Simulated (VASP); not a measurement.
# Si64Ni (a cell with a defect) in VASP: relaxation of the atoms with LDA

Aim: the relaxation of the atoms of Si64Ni (a cell with a defect) with LDA.

Program: VASP 6.6.1. These are calculated values, not measurements. Logs are shortened: lines on timing, memory, paths and dates and some standing lists are left out, and cuts for length are marked.

## Step 1: The structure

The cell holds a defect, 65 atoms: a = 10.862 Å, b = 10.862 Å, c = 10.862 Å, α = 90.00°, β = 90.00°, γ = 90.00°.

The cell was built by a generator and needn't be a form met in nature.

## Step 2: Relaxation of the atoms, LDA

INCAR

```
SYSTEM = Si64Ni
ALGO = Fast ; EDIFF = 1E-6
EDIFFG = -0.01 ; ENCUT = 520
GGA = CA ; IBRION = 2
ISIF = 2 ; ISMEAR = 0
LASPH = .TRUE. ; LCHARG = .FALSE.
LREAL = .FALSE. ; LWAVE = .FALSE.
NELM = 120 ; NSW = 60
PREC = Accurate ; SIGMA = 0.03
```

KPOINTS

```
k-points
0
G
  2 2 2
  0 0 0
```

POSCAR

```
Si64Ni
1.0
   10.8620000000      0.0000000000      0.0000000000
    0.0000000000     10.8620000000      0.0000000000
    0.0000000000      0.0000000000     10.8620000000
Ni Si
1 64
Direct
    0.2500000000      0.2500000000      0.2500000000
    0.1250000000      0.1250000000      0.1250000000
    0.1250000000      0.3750000000      0.3750000000
    0.3750000000      0.1250000000      0.3750000000
    0.3750000000      0.3750000000      0.1250000000
    0.0000000000      0.2500000000      0.2500000000
    0.2500000000      0.0000000000      0.2500000000
    0.2500000000      0.2500000000      0.0000000000
    0.5000000000      0.2500000000      0.2500000000
    0.2500000000      0.5000000000      0.2500000000
    0.2500000000      0.2500000000      0.5000000000
    0.1250000000      0.1250000000      0.6250000000
    0.1250000000      0.6250000000      0.1250000000
    0.6250000000      0.1250000000      0.1250000000
    0.1250000000      0.3750000000      0.8750000000
    0.1250000000      0.8750000000      0.3750000000
    0.6250000000      0.3750000000      0.3750000000
    0.3750000000      0.1250000000      0.8750000000
    0.3750000000      0.6250000000      0.3750000000
    0.8750000000      0.1250000000      0.3750000000
    0.3750000000      0.3750000000      0.6250000000
    0.3750000000      0.8750000000      0.1250000000
    0.8750000000      0.3750000000      0.1250000000
    0.0000000000      0.0000000000      0.0000000000
    0.0000000000      0.0000000000      0.5000000000
    0.0000000000      0.5000000000      0.0000000000
    0.0000000000      0.5000000000      0.5000000000
    0.5000000000      0.0000000000      0.0000000000
    0.5000000000      0.0000000000      0.5000000000
    0.5000000000      0.5000000000      0.0000000000
    0.5000000000      0.5000000000      0.5000000000
    0.1250000000      0.6250000000      0.6250000000
    0.6250000000      0.1250000000      0.6250000000
    0.6250000000      0.6250000000      0.1250000000
    0.1250000000      0.8750000000      0.8750000000
    0.6250000000      0.3750000000      0.8750000000
    0.6250000000      0.8750000000      0.3750000000
    0.3750000000      0.6250000000      0.8750000000
    0.8750000000      0.1250000000      0.8750000000
    0.8750000000      0.6250000000      0.3750000000
    0.3750000000      0.8750000000      0.6250000000
    0.8750000000      0.3750000000      0.6250000000
    0.8750000000      0.8750000000      0.1250000000
    0.0000000000      0.2500000000      0.7500000000
    0.0000000000      0.7500000000      0.2500000000
    0.5000000000      0.2500000000      0.7500000000
    0.5000000000      0.7500000000      0.2500000000
    0.2500000000      0.0000000000      0.7500000000
    0.2500000000      0.5000000000      0.7500000000
    0.7500000000      0.0000000000      0.2500000000
    0.7500000000      0.5000000000      0.2500000000
    0.2500000000      0.7500000000      0.0000000000
    0.2500000000      0.7500000000      0.5000000000
    0.7500000000      0.2500000000      0.0000000000
    0.7500000000      0.2500000000      0.5000000000
    0.6250000000      0.6250000000      0.6250000000
    0.6250000000      0.8750000000      0.8750000000
    0.8750000000      0.6250000000      0.8750000000
    0.8750000000      0.8750000000      0.6250000000
    0.0000000000      0.7500000000      0.7500000000
    0.5000000000      0.7500000000      0.7500000000
    0.7500000000      0.0000000000      0.7500000000
    0.7500000000      0.5000000000      0.7500000000
    0.7500000000      0.7500000000      0.0000000000
    0.7500000000      0.7500000000      0.5000000000
```

Potentials or basis: VASP PAW LDA potentials, release 64 (Ni, Si).

On the command line:

```console
$ cat potpaw_LDA.64/Ni/POTCAR potpaw_LDA.64/Si/POTCAR > POTCAR
$ mpirun -np 1 vasp_std > vasp.out
```

OUTCAR:

```text
SYSTEM = Si64Ni
   EDIFF = 1E-6
   EDIFFG = -0.01
   ENCUT = 520
   GGA = CA
   IBRION = 2
   ISIF = 2
   ISMEAR = 0
   LASPH = .TRUE.
   LREAL = .FALSE.
   NELM = 120
   NSW = 60
   PREC = Accurate

 ion  position               nearest neighbor table
   1  0.250  0.250  0.250-   2 2.35   3 2.35   4 2.35   5 2.35   6 2.72   7 2.72   8 2.72   9 2.72
                            10 2.72  11 2.72
   2  0.125  0.125  0.125-   1 2.35   6 2.35   7 2.35   8 2.35  24 2.35
   3  0.125  0.375  0.375-   1 2.35   6 2.35  10 2.35  11 2.35  27 2.35
   4  0.375  0.125  0.375-   1 2.35   7 2.35   9 2.35  11 2.35  29 2.35
   5  0.375  0.375  0.125-   1 2.35   8 2.35   9 2.35  10 2.35  30 2.35
   6  0.000  0.250  0.250-   2 2.35   3 2.35  20 2.35  23 2.35   1 2.72
   7  0.250  0.000  0.250-   2 2.35   4 2.35  16 2.35  22 2.35   1 2.72
   8  0.250  0.250  0.000-   2 2.35   5 2.35  15 2.35  18 2.35   1 2.72
   9  0.500  0.250  0.250-   4 2.35   5 2.35  14 2.35  17 2.35   1 2.72
  10  0.250  0.500  0.250-   3 2.35   5 2.35  13 2.35  19 2.35   1 2.72
  11  0.250  0.250  0.500-   3 2.35   4 2.35  12 2.35  21 2.35   1 2.72
  12  0.125  0.125  0.625-  11 2.35  25 2.35  44 2.35  48 2.35
  13  0.125  0.625  0.125-  10 2.35  26 2.35  45 2.35  52 2.35
  14  0.625  0.125  0.125-   9 2.35  28 2.35  50 2.35  54 2.35
  15  0.125  0.375  0.875-   8 2.35  26 2.35  44 2.35  49 2.35
  16  0.125  0.875  0.375-   7 2.35  25 2.35  45 2.35  53 2.35
  17  0.625  0.375  0.375-   9 2.35  31 2.35  51 2.35  55 2.35
[... 46 lines left out ...]
  64  0.750  0.750  0.000-  34 2.35  43 2.35  57 2.35  58 2.35
  65  0.750  0.750  0.500-  37 2.35  40 2.35  56 2.35  59 2.35

  LATTYP: Found a simple cubic cell.
 ALAT       =    10.8620000000

  Lattice vectors:

 A1 = (  10.8620000000,   0.0000000000,   0.0000000000)
 A2 = (   0.0000000000,  10.8620000000,   0.0000000000)
 A3 = (   0.0000000000,   0.0000000000,  10.8620000000)

Analysis of symmetry for initial positions (statically):
=====================================================================
 Subroutine PRICEL returns:
 Original cell was already a primitive cell.

 Routine SETGRP: Setting up the symmetry group for a
 simple cubic supercell.

 Subroutine GETGRP returns: Found 24 space group operations
 (whereof  6 operations were pure point group operations)
 out of a pool of 48 trial point group operations.

The static configuration has the point symmetry C_3v.
 The point group associated with its full space group is T_d .

Analysis of symmetry for dynamics (positions and initial velocities):
=====================================================================
 Subroutine PRICEL returns:
 Original cell was already a primitive cell.

[... 227 lines left out ...]
   EFERMI =   0.00;   METHOD = LEGACY
   ISMEAR =     0;   SIGMA  =   0.03  broadening in eV -4-tet -1-fermi 0-gaus
   EFERMI_NEDOS =   21; number of points for ismear=-14 and -15
   IALGO  =     68    algorithm
   IMIX   =      4    mixing-type and parameters
     AMIX     =   0.40;   BMIX     =  1.00
     AMIX_MAG =   1.60;   BMIX_MAG =  1.00
  volume/ion in A,a.u.               =      19.72       133.05
  Fermi-wavevector in a.u.,A,eV,Ry     =   0.969302  1.831714 12.783293  0.939546
  Thomas-Fermi vector in A             =   2.099343
   LORBIT       =      0    0 simple, 1 ext, 2 COOP (PROOUT), +10 PAW based schemes
   GGA     = CA    functional components
   LHFCALC =     F    Hartree Fock is set to
   AEXX    =    0.0000 exact exchange contribution
   IVDW    =     0    specifies the selected vdW correction
   LEPSILON=     F    determine dielectric tensor
   LRPA    =     F    only Hartree local field effects (RPA)
 conjugate gradient relaxation of ions
 non-spin polarized calculation
 RMM-DIIS sequential band-by-band and
 Gauss-broadening in eV      SIGMA  =   0.03
  energy-cutoff  :      520.00
  volume of cell :     1281.53
 maximum number of plane-waves:     34584
 NGX is ok and might be reduce to    84
   NGX = 41   NGY = 41   NGZ = 41

--------------------------------------- Ionic step        1  -------------------------------------------

 number of electron     265.9999987 magnetization

 Free energy of the ion-electron system (eV)
  ---------------------------------------------------
  ext. energy  EPLUGINS =         0.00000000
  ---------------------------------------------------
  free energy    TOTEN  =      -387.22989341 eV

  energy without entropy =     -387.22989341  energy(sigma->0) =     -387.22989341

------------------------ aborting loop because EDIFF is reached ----------------------------------------

  FORCE on cell =-STRESS in cart. coord.  units (eV):
  Direction    XX          YY          ZZ          XY          YZ          ZX
  --------------------------------------------------------------------------------------
  -------------------------------------------------------------------------------------
  Total      -11.4145179    -11.4145179    -11.4145179     -0.0000000     -0.0000000     -0.0000000
  in kB      -14.2704859    -14.2704859    -14.2704859     -0.0000000     -0.0000000     -0.0000000
  external PRESSURE =     -14.2704859 kB  Pullay stress =       0.0000000 kB
[... 680 lines left out ...]
--------------------------------------- Ionic step        8  -------------------------------------------

 number of electron     265.9999993 magnetization

 Free energy of the ion-electron system (eV)
  ---------------------------------------------------
  ext. energy  EPLUGINS =         0.00000000
  ---------------------------------------------------
  free energy    TOTEN  =      -387.26018460 eV

  energy without entropy =     -387.26018460  energy(sigma->0) =     -387.26018460

 E-fermi :   6.0521     XC(G=0):  -9.6713

 val. band max:        5.9018139396   @ k =   0.0000   0.0000   0.0000
 cond. band min:       6.1870386915   @ k =   0.0000   0.0000   0.0000
 fundamental gap:      0.2852247519
 Fermi energy:         6.0521085237

 k-point     1 :       0.0000    0.0000    0.0000
  band No.  band energies     occupation
      1      -6.1438      2.00000
      2      -5.2315      2.00000
      3      -5.0283      2.00000
      4      -5.0283      2.00000
      5      -5.0283      2.00000
      6      -4.9928      2.00000
[... 581 lines left out ...]
    144       7.2939      0.00000
    145       7.2939      0.00000
 [bands above 145 left out]

------------------------ aborting loop because EDIFF is reached ----------------------------------------

  FORCE on cell =-STRESS in cart. coord.  units (eV):
  Direction    XX          YY          ZZ          XY          YZ          ZX
  --------------------------------------------------------------------------------------
  -------------------------------------------------------------------------------------
  Total      -11.9266357    -11.9266357    -11.9266357     -0.0000000     -0.0000000      0.0000000
  in kB      -14.9107381    -14.9107381    -14.9107381     -0.0000000     -0.0000000      0.0000000
  external PRESSURE =     -14.9107381 kB  Pullay stress =       0.0000000 kB
[... 80 lines left out ...]
  FREE ENERGIE OF THE ION-ELECTRON SYSTEM (eV)
  ---------------------------------------------------
  free  energy   TOTEN  =      -387.2601845968 eV

  energy  without entropy=     -387.2601845968  energy(sigma->0) =     -387.26018460

 reached required accuracy - stopping structural energy minimisation
```

It took 2 h on 1 thread of Intel Xeon 6975P-C (Granite Rapids), shared host; peak memory 1.2 GiB.

What came out:

| Quantity | Value |
| --- | --- |
| Free energy | -387.2602 eV |
| Energy gained by relaxing | 0.5 meV/atom |
| Ionic steps | 8 |
| Pressure after relaxing | -1.5 GPa |
| Largest force after relaxing | 0.007 eV/Å |
| Band gap on the k mesh | 0.29 eV, direct |

Forces in eV/Å, atoms in the order of the input:
```
Ni   0.000  0.000  0.000
Si   0.000  0.000  0.000
Si   0.000  0.000  0.000
Si   0.000  0.000  0.000
Si   0.000  0.000  0.000
Si   0.007  0.000  0.000
Si   0.000  0.007  0.000
Si   0.000  0.000  0.007
Si  -0.007  0.000  0.000
Si   0.000 -0.007  0.000
Si   0.000  0.000 -0.007
Si   0.001  0.001 -0.002
Si   0.001 -0.002  0.001
Si  -0.002  0.001  0.001
Si   0.001 -0.001  0.002
Si   0.001  0.002 -0.001
Si  -0.002 -0.001 -0.001
Si  -0.001  0.001  0.002
Si  -0.001 -0.002 -0.001
Si   0.002  0.001 -0.001
Si  -0.001 -0.001 -0.002
Si  -0.001  0.002  0.001
Si   0.002 -0.001  0.001
Si   0.002  0.002  0.002
Si   0.001  0.001 -0.001
Si   0.001 -0.001  0.001
Si   0.002 -0.002 -0.002
Si  -0.001  0.001  0.001
Si  -0.002  0.002 -0.002
Si  -0.002 -0.002  0.002
Si  -0.001 -0.001 -0.001
Si  -0.002 -0.002 -0.002
Si  -0.002 -0.002 -0.002
Si  -0.002 -0.002 -0.002
Si  -0.002  0.002  0.002
Si  -0.002  0.002  0.002
Si  -0.002  0.002  0.002
Si   0.002 -0.002  0.002
Si   0.002 -0.002  0.002
Si   0.002 -0.002  0.002
Si   0.002  0.002 -0.002
Si   0.002  0.002 -0.002
Si   0.002  0.002 -0.002
Si   0.004  0.000  0.000
Si   0.004  0.000  0.000
Si  -0.004  0.000  0.000
Si  -0.004  0.000  0.000
Si   0.000  0.004  0.000
Si   0.000 -0.004  0.000
Si   0.000  0.004  0.000
Si   0.000 -0.004  0.000
Si   0.000  0.000  0.004
Si   0.000  0.000 -0.004
Si   0.000  0.000  0.004
Si   0.000  0.000 -0.004
Si  -0.004 -0.004 -0.004
Si  -0.004  0.004  0.004
Si   0.004 -0.004  0.004
Si   0.004  0.004 -0.004
Si   0.002  0.000  0.000
Si  -0.002  0.000  0.000
Si   0.000  0.002  0.000
Si   0.000 -0.002  0.000
Si   0.000  0.000  0.002
Si   0.000  0.000 -0.002
```

Step by step:
| step | energy change (eV) | largest force (eV/Å) | pressure (GPa) |
| --- | --- | --- | --- |
| 1 | 0.0000 | 0.3800 | -1.43 |
| 2 | -0.0181 | 0.1360 | -1.46 |
| 3 | -0.0187 | 0.1646 | -1.47 |
| 4 | -0.0244 | 0.0905 | -1.47 |
| 5 | -0.0278 | 0.0543 | -1.48 |
| 6 | -0.0301 | 0.0129 | -1.49 |
| 7 | -0.0301 | 0.0115 | -1.49 |
| 8 | -0.0303 | 0.0073 | -1.49 |

As with any semilocal functional, this LDA gap is likely too small. Spin polarisation is off, so any magnetic state and its effect on volume and gap are missing.
